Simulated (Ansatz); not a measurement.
# Zn (Im-3m) in Ansatz: settings compared

The runs below take Zn through single point, relaxation of cell and atoms, with r2SCAN50, HF.

Program: Ansatz 0.2.0. These are calculated values, not measurements. Logs are shortened: lines on timing, memory, paths and dates and some standing lists are left out, and cuts for length are marked.

### 1 The crystal as given

It takes space group Im-3m (No. 229, cubic). The conventional cell has a = 3.138 Å, b = 3.138 Å, c = 3.138 Å, α = 90.00°, β = 90.00°, γ = 90.00°. Around Zn (site symmetry m-3m) lie 8 Zn at 2.72 Å.

This isn't the form of Zn at room conditions, which is hcp.

### 2 Single point, r2SCAN50

Contents of input.yaml:

```yaml
crystal:
  lattice:
    - [-1.569037, 1.569037, 1.569037]
    - [1.569037, -1.569037, 1.569037]
    - [1.569037, 1.569037, -1.569037]
  atoms:
    - { symbol: Zn, position: [0.0, 0.0, 0.0] }
hamiltonian:
  xc: r2scan50
  pseudopotentials: { kind: paw }
kpoints:
  mp_grid: { grid: [6, 6, 6] }
scf:
  occupations: { method: fermi_dirac, width: 0.05 }
output:
  forces: true
  stress: true
  eigenvalues: true
```

Potentials or basis: Ansatz PAW.

The run is started by

```sh
ansatz run input.yaml --threads 2 --pin off --max-ram 5632MiB --backend cpu --events-out ev --progress --plain --runs-dir out
```

What it wrote:

```text
Warning: output.stress: scf.convergence.dr2_threshold = 1e-7 eV (the SCF's general default) is looser than the 1e-10 eV advised for a printed stress (1e-10 eV for each atom of the cell: 1). What an SCF threshold leaves in a stress goes as its square root, and in the free energy as the threshold itself, and one threshold admits the most on a small cell: of the crystals measured, under no hybrid functional and no lock of the moments, on runs that ended without the residual-converged pass, on stresses that held no estimate of that error, the worst erred by over 100 MPa in a component at 1e-7 eV an atom and by under 5 at 1e-10. Set scf.convergence.dr2_threshold to 1e-10 eV or tighter. The threshold is an SCF's pass mark: one that does not reach it within its budget of iterations ends unconverged, or closes short of it on a stop that the run arms, and scf.convergence.dr2_threshold's page says what that costs each kind of run
Warning: output.stress: scf.exx.energy_threshold = 1e-6 eV is looser than the 1e-8 eV advised for a stress under a hybrid functional (1e-8 eV for each atom of the cell: 1). Every SCF of the exchange loop can meet its threshold on dr2 while the loop round them stops early: no threshold on dr2 bounds what that leaves in the stress. Set scf.exx.energy_threshold to 1e-8 eV or tighter. The threshold is the loop's pass mark: a loop that does not reach it within its budget of cycles ends unconverged, and scf.exx.energy_threshold's page has the law
Warning: RAYON_NUM_THREADS=2 ignored (pool sized by the plan → 2); use --threads N
Engine: ansatz 0.2.0, x86_64-unknown-linux-gnu
Pseudopotentials: kind: paw
Pseudopotential: Zn, paw, valence charge 12, recommended cutoff 500 eV (meta_gga), Zn.paw.azcp
Functional definition: r2SCAN50
  parameter a = 0.5
  parameter k0 = 0.174
  parameter k1 = 0.065
  parameter a1 = 4.9479
  exchange = (1 - a)*r2scan_x(k0 = k0, k1 = k1, a1 = a1) + a*exact_x
  correlation = r2scan_c
Crystal: 1 atoms, lattice volume = 15.451 Å³
Basis set: ecut = 500 eV, 381 PW (Γ), exchange–correlation on 80×80×80 points (64 copies of the dense FFT grid, shifted against one another)
Bands: 10, of which v1, the nominal top of the filled ones, is band 6 counted from 1 (5 counted from 0)
Symmetry: 48 space group operations
Space group: Im-3m (ITA 229), of the structure as read, at distance tolerance 2.5e-5 Å
k-points: 16 of 216
Non-local potential: Zn, projectors of the file, l = 0: 2, l = 1: 2, l = 2: 3, l = 3: 1
PAW form: soft (Blöchl's): semilocal exchange-correlation on the pseudo side does not see the compensation charge
PAW frozen core: Zn, regenerated for the run's functional, and the local potential with it (the file was generated under x = pbe(κ = 0.804, μ = 0.2195149727645171), c = pbe(β = 0.06672455060314922))
PAW one-centre angular grid: Zn, 590 points (default); XC on 261 of its mesh's 2673 points in the sphere
Initial density: superposition of atomic densities (neutral atoms: chi_scale 0, normalization atom), corrected by the library's trained network
Initial wavefunctions: pseudopotential atomic-orbital guess
Functional: x = r2scan, c = r2scan; τ floored in thin density (d = 2e-4 eV/Å³), warm-up for x = 0.5 r2scan + 0.5 exact, c = r2scan; τ floored in thin density (d = 2e-4 eV/Å³)
SCF iter   1: F=—  HF=-3325.586108 eV  |F-HF|=—  |Δ(HF+E_count)|=         —  Δρ=2.84e-2  dr2=6.27e-2  dr2_τ=6.79e-4  ethr=1.77e-3  ⟨swp⟩=10.2  Hψ=863  notcnv=0
preconditioner: auto → none  [insulator: Δε(μ)=0.615 eV  Ē_g=18.316 eV  σ=0.050 eV  W_gap=0.75  n_scr=0 (ndim 8)  ℏωp=32.7 eV  f_vac=0.000  D(μ)=0.42/eV (n_scr^D=0)]
SCF iter   2: F=—  HF=-3325.570346 eV  |F-HF|=—  |Δ(HF+E_count)|=   1.58e-2  Δρ=9.82e-3  dr2=9.34e-3  dr2_τ=3.32e-4  ethr=5.22e-4  ⟨swp⟩=4.3  Hψ=536  notcnv=0  defer=2
iter 3 solved again at ethr=4.69e-6 eV; its pass at ethr=7.79e-5 eV (dr2=5.62e-4 eV) is discarded
SCF iter   3: F=—  HF=-3325.562925 eV  |F-HF|=—  |Δ(HF+E_count)|=   7.42e-3  Δρ=3.07e-3  dr2=5.63e-4  dr2_τ=2.47e-6  ethr=4.69e-6  ⟨swp⟩=2.0  Hψ=717  notcnv=0
SCF iter   4: F=—  HF=-3325.563073 eV  |F-HF|=—  |Δ(HF+E_count)|=   1.48e-4  Δρ=1.70e-4  dr2=4.11e-6  dr2_τ=6.89e-8  ethr=4.69e-6  ⟨swp⟩=2.9  Hψ=288  notcnv=0
SCF iter   5: F=—  HF=-3325.563077 eV  |F-HF|=—  |Δ(HF+E_count)|=   3.35e-6  Δρ=6.51e-5  dr2=4.90e-7  dr2_τ=9.61e-9  ethr=3.42e-8  ⟨swp⟩=4.0  Hψ=433  notcnv=0
SCF iter   6: F=—  HF=-3325.563077 eV  |F-HF|=—  |Δ(HF+E_count)|=   1.01e-7  Δρ=3.75e-5  dr2=1.11e-7  dr2_τ=1.82e-9  ethr=4.08e-9  ⟨swp⟩=3.6  Hψ=329  notcnv=0
SCF iter   7: F=—  HF=-3325.563077 eV  |F-HF|=—  |Δ(HF+E_count)|=   9.64e-9  Δρ=1.68e-5  dr2=2.26e-8  dr2_τ=7.38e-11  ethr=9.21e-10  ⟨swp⟩=3.2  Hψ=293  notcnv=0
SCF iter   8: F=-3325.563077 eV  HF=-3325.563077 eV  |F-HF|=1.09e-11  |Δ(HF+E_count)|=   2.17e-9  Δρ=1.48e-6  dr2=2.14e-10  dr2_τ=8.05e-12  ethr=1.88e-10  ⟨swp⟩=3.1  Hψ=308  notcnv=0
SCF 1 converged in 8 iterations: F = -3325.563077 eV  dr2 = 2.14e-10
Initial density: handed on by an earlier stage of this run
Initial wavefunctions: those handed on with the density
Functional: x = 0.5 r2scan + 0.5 exact, c = r2scan; τ floored in thin density (d = 2e-4 eV/Å³)
Frozen-core exchange: fock
iter 1 solved again at ethr=1.23e-3 eV; its pass at ethr=1.00e-1 eV (dr2=1.48e-1 eV) is discarded
SCF iter   1: F=—  HF=-3322.681247 eV  |F-HF|=—  |Δ(HF+E_count)|=         —  Δρ=4.45e-2  dr2=1.66e-1  dr2_τ=1.84e-4  ethr=1.23e-3  ⟨swp⟩=3.8  Hψ=714  notcnv=0
preconditioner: auto → none  [insulator: Δε(μ)=1.812 eV  Ē_g=25.379 eV  σ=0.050 eV  W_gap=0.75  n_scr=0 (ndim 8)  ℏωp=32.7 eV  f_vac=0.000  D(μ)=0.42/eV (n_scr^D=0)]
SCF iter   2: F=—  HF=-3322.626113 eV  |F-HF|=—  |Δ(HF+E_count)|=   5.51e-2  Δρ=1.66e-3  dr2=5.77e-3  dr2_τ=4.43e-4  ethr=1.23e-3  ⟨swp⟩=3.3  Hψ=431  notcnv=0
SCF iter   3: F=—  HF=-3322.622109 eV  |F-HF|=—  |Δ(HF+E_count)|=   4.00e-3  Δρ=5.81e-3  dr2=9.71e-3  dr2_τ=6.52e-6  ethr=2.04e-6  ⟨swp⟩=4.0  Hψ=513  notcnv=0
SCF iter   4: F=—  HF=-3322.621891 eV  |F-HF|=—  |Δ(HF+E_count)|=   2.18e-4  Δρ=2.00e-3  dr2=7.57e-3  dr2_τ=5.21e-7  ethr=2.04e-6  ⟨swp⟩=2.3  Hψ=264  notcnv=0
[... 40 lines left out ...]
SCF iter  20: F=—  HF=-3322.655335 eV  |F-HF|=—  |Δ(HF+E_count)|=   9.14e-4  Δρ=4.02e-4  dr2=5.95e-4  dr2_τ=3.13e-7  ethr=1.73e-12  ⟨swp⟩=5.6  Hψ=615  notcnv=0
SCF iter  21: F=—  HF=-3322.655331 eV  |F-HF|=—  |Δ(HF+E_count)|=   3.94e-6  Δρ=3.84e-4  dr2=5.89e-4  dr2_τ=1.98e-7  ethr=1.73e-12  ⟨swp⟩=5.0  Hψ=612  notcnv=0
SCF iter  22: F=—  HF=-3322.655328 eV  |F-HF|=—  |Δ(HF+E_count)|=   3.85e-6  Δρ=2.68e-4  dr2=5.77e-4  dr2_τ=1.29e-7  ethr=1.73e-12  ⟨swp⟩=5.0  Hψ=658  notcnv=0
SCF iter  23: F=-3322.656287 eV  HF=-3322.656291 eV  |F-HF|=4.40e-6  |Δ(HF+E_count)|=   9.63e-4  Δρ=1.94e-4  dr2=9.97e-6  dr2_τ=4.52e-8  ethr=1.73e-12  ⟨swp⟩=5.9  Hψ=688  notcnv=0
SCF 4 stopped early in 23 iterations: F = -3322.656287 eV  dr2 = 9.97e-6
hybrid outer 3: dexx = +6.438e-3 eV, tail = 5.87e-5 eV, Δε = 3.45e-1 eV (about 6.51e-2 eV left of the loop's levels)
Frozen-core exchange: fock
SCF iter   1: F=—  HF=-3322.656600 eV  |F-HF|=—  |Δ(HF+E_count)|=         —  Δρ=3.74e-5  dr2=3.13e-7  dr2_τ=4.52e-10  ethr=9.96e-7  ⟨swp⟩=2.2  Hψ=323  notcnv=0
preconditioner: auto → none  [insulator: Δε(μ)=1.753 eV  Ē_g=24.768 eV  σ=0.050 eV  W_gap=0.81  n_scr=0 (ndim 8)  ℏωp=32.7 eV  f_vac=0.000  D(μ)=0.45/eV (n_scr^D=0)]
SCF iter   2: F=—  HF=-3322.656600 eV  |F-HF|=—  |Δ(HF+E_count)|=   1.03e-8  Δρ=4.22e-6  dr2=1.68e-7  dr2_τ=1.44e-10  ethr=1.03e-9  ⟨swp⟩=3.9  Hψ=383  notcnv=0
SCF iter   3: F=—  HF=-3322.656600 eV  |F-HF|=—  |Δ(HF+E_count)|=   1.91e-9  Δρ=8.15e-7  dr2=1.61e-7  dr2_τ=1.25e-12  ethr=2.17e-11  ⟨swp⟩=3.8  Hψ=340  notcnv=0
SCF iter   4: F=—  HF=-3322.656601 eV  |F-HF|=—  |Δ(HF+E_count)|=   6.14e-7  Δρ=2.73e-5  dr2=8.89e-8  dr2_τ=2.04e-10  ethr=1.00e-12  ⟨swp⟩=5.1  Hψ=548  notcnv=0
SCF iter   5: F=—  HF=-3322.656601 eV  |F-HF|=—  |Δ(HF+E_count)|=   4.15e-8  Δρ=2.25e-6  dr2=7.27e-9  dr2_τ=1.99e-11  ethr=1.00e-12  ⟨swp⟩=5.0  Hψ=495  notcnv=0
SCF iter   6: F=—  HF=-3322.656601 eV  |F-HF|=—  |Δ(HF+E_count)|=  1.56e-10  Δρ=2.78e-7  dr2=6.99e-9  dr2_τ=3.43e-13  ethr=1.00e-12  ⟨swp⟩=2.9  Hψ=276  notcnv=0
SCF iter   7: F=—  HF=-3322.656601 eV  |F-HF|=—  |Δ(HF+E_count)|=   2.67e-8  Δρ=5.39e-6  dr2=3.32e-9  dr2_τ=7.92e-12  ethr=1.00e-12  ⟨swp⟩=4.8  Hψ=464  notcnv=0
SCF iter   8: F=—  HF=-3322.656601 eV  |F-HF|=—  |Δ(HF+E_count)|=   1.71e-9  Δρ=3.24e-8  dr2=2.32e-11  dr2_τ=2.79e-14  ethr=1.00e-12  ⟨swp⟩=4.0  Hψ=453  notcnv=0
Mixer restart at iter 8: flushing history
SCF iter   9: F=-3322.656601 eV  HF=-3322.656601 eV  |F-HF|=5.00e-12  |Δ(HF+E_count)|=  7.73e-11  Δρ=1.94e-7  dr2=2.91e-12  dr2_τ=8.62e-15  ethr=1.00e-12  ⟨swp⟩=2.4  Hψ=266  notcnv=0
SCF 5 converged in 9 iterations: F = -3322.656601 eV  dr2 = 2.91e-12
  Residual-converged pass: ⟨swp⟩=4.2  Hψ=465  notcnv=0  max |occ|·‖R‖ = 8.7e-9 eV (tolerance 1.0e-8 eV)  dr2=4.89e-12  dr2_τ=1.67e-14  dr2_onsite=3.55e-12  max |Δocc| = 1.1e-14
hybrid outer 4: dexx = +7.090e-7 eV, tail = 1.23e-8 eV, Δε = 3.95e-2 eV (about 7.88e-3 eV left of the loop's levels)
hybrid SCF converged: 4 outer / 46 inner (+8 warm-up), last move |dexx| = 7.09e-7 eV, tail = 1.23e-8 eV
Stability not checked: this state was not tested for a lower state beside it, because the functional holds exact exchange (a hybrid, or Hartree-Fock), whose exchange loop this test does not read (fock_operator; see scf.lower_state_search)
Free energy (F): -3322.656601 eV
Frozen-core exchange: fock
Harris-Foulkes:  -3322.656601 eV  (|F-HF|=5.00e-12)
Internal energy: -3322.653008 eV  (E = F + TS)
E sigma→0 (E₀):  -3322.654805 eV
Entropy (-TS):   -0.003593 eV (-3.593 meV/atom)
Fermi energy:    11.682166 eV
--- Per-component energies (eV) ---
  E_band       = -15.490457
  E_kinetic    = 129.507986
  E_local      = -1562.356154  (includes V_loc(G=0)·N_el)
  E_nonlocal   = 621.808177
  E_hartree    = 664.092894
  E_xc         = -67.793663
  E_vxc        = -29.008076  (∫ρ·V_xc dr)
  E_exx        = -93.340393  (= α·E_x^exact, valence–valence)
  E_paw        = -1813.233694  (= ΣΔE_a)
  E_vpaw       = -318.227608  (= ΣTr[D̂ρ^β])
  E_aug_tail   = -0.000067  (compensation charges beyond the density's cutoff)
  E_vtau       = 1.280107  (kinetic-family band-sum trace: ∫τ·v_τ [+ j·A + Jᵃ·Aᵃ] dr)
  E_ewald      = -1202.350342
  E_core_change = 1.012250  (= ΣΔE_core)
  E_smearing   = -0.003593  (= −TS)
  E_closure    = -0.000002  (closes the sum)
  Σ components = -3322.656601   (vs F -3322.656601, Δ=0.00e0)
--- Forces (eV/Å), atoms counted from 1 ---
  atom   1  Zn    -0.00000000     0.00000000     0.00000000
  max |Σ_I F_I| component: 6.98e-32 eV/Å
--- Stress (GPa, compression-positive) ---
       -1.515310       0.000000       0.000000
        0.000000      -1.515310      -0.000000
        0.000000       0.000000      -1.515310
  P = ⅓ Tr σ = -1.5153 GPa (-15.153 kbar)
--- Band table (eV; the first three rows and the last of 16) ---
  k-point 0: bands = ["-3.3089", "-2.7046", "-2.7046", "-2.7046", "-2.2288", "-2.2288", "34.0186", "34.0186", "34.0186", "34.0909"]
  k-point 1: bands = ["-2.8267", "-2.7787", "-2.4980", "-2.3080", "-2.2225", "-2.0431", "25.7015", "29.9521", "30.3097", "31.3940"]
  k-point 2: bands = ["-3.0433", "-2.9257", "-2.2682", "-2.2044", "-2.0586", "1.4608", "17.0300", "26.5302", "27.2897", "29.3615"]
  k-point 15: bands = ["-3.2488", "-3.2488", "-1.8936", "-1.8936", "-1.8936", "17.0104", "17.0104", "17.0104", "21.0249", "21.0249"]
```

Wall time 11 s (2 threads of Intel Xeon Platinum 8223CL at 3.00GHz (Skylake/Cascade Lake), shared host); peak memory 0.7 GiB.

What came out:

```yaml
Free_energy: -3322.6566 eV
Pressure: -1.5 GPa
Band_gap_on_the_k_mesh: none (metal or under the smearing width)
```

Levels at points of the mesh, in eV from the Fermi level:
| k point | band 2 | band 3 | band 4 | band 5 | band 6 | band 7 | band 8 | band 9 | band 10 |
| --- | --- | --- | --- | --- | --- | --- | --- | --- | --- |
| (0.00, 0.00, 0.00) | -14.39 | -14.39 | -14.39 | -13.91 | -13.91 | 22.34 | 22.34 | 22.34 | 22.41 |
| (0.00, 0.00, -0.50) | -14.68 | -13.91 | -13.88 | -13.51 | -5.17 | -2.50 | 13.60 | 14.55 | 17.02 |
| (-0.50, -0.50, -0.50) | -14.93 | -13.58 | -13.58 | -13.58 | 5.33 | 5.33 | 5.33 | 9.34 | 9.34 |

Caveat: the k mesh is coarse (spacing up to 0.47 Å⁻¹), so the values aren't converged, least of all with exact exchange; the PAW data sets come from PBE, with cores solved anew for the run's functional, which leaves a small shift of forces and pressure; the thresholds are loose for stress.

### 3 Single point, HF

Edit input.yaml of step 2 so:

```diff
@@ -8,3 +8,3 @@
 hamiltonian:
-  xc: r2scan50
+  xc: hf
   pseudopotentials: { kind: paw }
```

Potentials or basis: Ansatz PAW.

The run is started by

```sh
ansatz run input.yaml --threads 2 --pin off --max-ram 5632MiB --backend cpu --events-out ev --progress --plain --runs-dir out
```

Run time: 9.6 s. Hardware: 2 threads of Intel Xeon Platinum 8223CL at 3.00GHz (Skylake/Cascade Lake), shared host; peak memory 0.58 GiB.

The run converged. Its results:

```yaml
Free_energy: -3279.8397 eV
Pressure: 12.4 GPa
Band_gap_on_the_k_mesh: none (metal or under the smearing width)
```

Levels at points of the mesh, in eV from the Fermi level:
```
              k point  band 2  band 3  band 4  band 5  band 6  band 7  band 8  band 9  band 10
   (0.00, 0.00, 0.00)  -20.49  -20.49  -20.03  -20.03  -18.59   24.45   24.45   24.45    24.86
  (0.00, 0.00, -0.50)  -20.76  -20.02  -20.00  -19.60   -6.86   -3.46   15.72   16.55    19.06
(-0.50, -0.50, -0.50)  -20.98  -19.67  -19.67  -19.67    6.84    6.84    6.84   10.79    10.79
```

Caveat: the k mesh is coarse (spacing up to 0.47 Å⁻¹), so the values aren't converged, least of all with exact exchange; the pressure holds a Pulay correction of +0.5 GPa for the finite cutoff; the PAW data sets come from PBE, with cores solved anew for the run's functional, which leaves a small shift of forces and pressure; the thresholds are loose for stress.

### 4 Relaxation of cell and atoms, HF

Edit input.yaml of step 3 so:

```diff
@@ -18 +18,5 @@
   eigenvalues: true
+relax:
+  f_tol: 0.01
+  max_steps: 40
+  cell: { stress_tol: 0.05 }
```

The run is started by

```sh
ansatz run input.yaml --threads 2 --pin off --max-ram 5632MiB --backend cpu --events-out ev --progress --plain --runs-dir out
```

Wall time 50 s (2 threads of Intel Xeon Platinum 8223CL at 3.00GHz (Skylake/Cascade Lake), shared host); peak memory 0.66 GiB.

It converged, with:

- Free energy: -3279.9356 eV
- Relaxed volume: 18.35 Å³/atom
- Relaxed cell: a = 2.878 Å, b = 2.878 Å, c = 2.878 Å, α = 109.47°, β = 109.47°, γ = 109.47°
- Space group after relaxing (to 0.05 Å): Im-3m (No. 229)
- Energy gained by relaxing: 95.9 meV/atom
- Ionic steps: 7
- Pressure after relaxing: 0.0 GPa
- Band gap on the k mesh: none (metal or under the smearing width)

The path:
| step | energy change (eV) | largest force (eV/Å) | volume (Å³) |
| --- | --- | --- | --- |
| 1 | 0.0000 | 0.0000 | 15.45 |
| 2 | -0.0844 | 0.0000 | 17.56 |
| 3 | -0.0886 | 0.0000 | 18.17 |
| 4 | -0.0885 | 0.0000 | 18.39 |
| 5 | -0.0958 | 0.0000 | 18.39 |
| 6 | -0.0959 | 0.0000 | 18.35 |
| 7 | -0.0959 | 0.0000 | 18.35 |

Final structure:
```
Zn
1.0
    -1.66150    1.66150    1.66150
     1.66150   -1.66150    1.66150
     1.66150    1.66150   -1.66150
Zn
1
Direct
  0.00000 0.00000 0.00000
```

Levels at points of the mesh, in eV from the Fermi level:
| k point | band 2 | band 3 | band 4 | band 5 | band 6 | band 7 | band 8 | band 9 | band 10 |
| --- | --- | --- | --- | --- | --- | --- | --- | --- | --- |
| (0.00, 0.00, 0.00) | -20.34 | -20.34 | -20.02 | -20.02 | -17.08 | 21.57 | 21.57 | 21.57 | 22.56 |
| (0.00, 0.00, -0.50) | -20.52 | -20.01 | -20.00 | -19.73 | -6.06 | -3.92 | 13.86 | 15.00 | 17.14 |
| (-0.50, -0.50, -0.50) | -20.64 | -19.77 | -19.77 | -19.77 | 6.15 | 6.15 | 6.15 | 9.77 | 9.77 |

Caveat: the k mesh is coarse (spacing up to 0.47 Å⁻¹), so the values aren't converged, least of all with exact exchange; the volume moved by over 15 % at a fixed basis, so the end points are rough; the plane-wave basis is chosen anew once the cell has moved, so the energies of steps on either side of that aren't comparable; the pressure holds a Pulay correction of +0.4 GPa for the finite cutoff; the PAW data sets come from PBE, with cores solved anew for the run's functional, which leaves a small shift of forces and pressure.

### 5 The runs side by side

| task | level | cell | cutoff (eV) | gap on the mesh (eV) | pressure (GPa) |
| --- | --- | --- | --- | --- | --- |
| single point | r2SCAN50 | as given | 500 | none | -1.5 |
| single point | HF | as given | 420 | none | 12.4 |
| relaxation of cell and atoms | HF | relaxed | 420 | none | 0.0 |

Alike in all rows: potentials or basis Ansatz PAW; no spin polarisation; k mesh 6 × 6 × 6; smearing fermi-dirac 0.05 eV; the mesh is coarse, so values aren't converged.

Caveats: all runs use coarse meshes; the PAW data sets come from PBE, with cores solved anew for the run's functional, which leaves a small shift of forces and pressure; the thresholds are loose for stress (some runs); the volume moved by over 15 % at a fixed basis, so the end points are rough (some runs); the plane-wave basis is chosen anew once the cell has moved, so the energies of steps on either side of that aren't comparable (some runs).

Total energies depend on the potentials used, so only differences within one code and one set of settings carry meaning.
